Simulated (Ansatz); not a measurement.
FeO (Wuestite) under changes of volume

One of the cells (10.013 Å³/atom); the others are scaled copies at fixed shape and fractional positions:

```
Fe O
1.0
     0.00000    2.15540    2.15540
     2.15540    0.00000    2.15540
     2.15540    2.15540    0.00000
Fe O
1 1
Direct
  0.00000 0.00000 0.00000
  0.50000 0.50000 0.50000
```

```yaml
Program: Ansatz 0.2.0
Functional: PBE
Potentials_or_basis: Ansatz PAW
Cutoff: "420 eV (not typed: the program's choice for these potentials)"
k_mesh: 11 × 11 × 11
Occupations: fermi-dirac, width 0.05 eV
Spin: collinear spin, ferromagnetic start
Starting_moments: "[3.0, 0.0] μB"
```

```csv
volume (Å³/atom),energy over the lowest point (meV/atom),pressure (GPa)
9.413,22.14,12.9
9.613,9.16,8.0
9.813,2.00,3.7
10.013,0.00,-0.2
10.214,2.52,-3.7
10.414,?,?
10.614,19.65,-9.6
```

Question: What does the run at 10.414 Å³/atom give?

Answer: Energy over the lowest point 9.19 meV/atom; pressure -6.8 GPa.

Worked out: A Birch-Murnaghan fit of order 3 (a polynomial in V^(-2/3)) to the other rows has its minimum at 10.00 Å³/atom with B0 = V·E''(V) = 186 GPa and B' = 4.6. It gives 9.26 meV/atom at 10.414 Å³/atom, against the run's 9.19, and -dE/dV = -6.9 GPa, against -6.8.

Energies are extrapolated to zero smearing.

Caveats: a cell with one magnetic atom can't hold antiferromagnetic order, which such compounds often take.
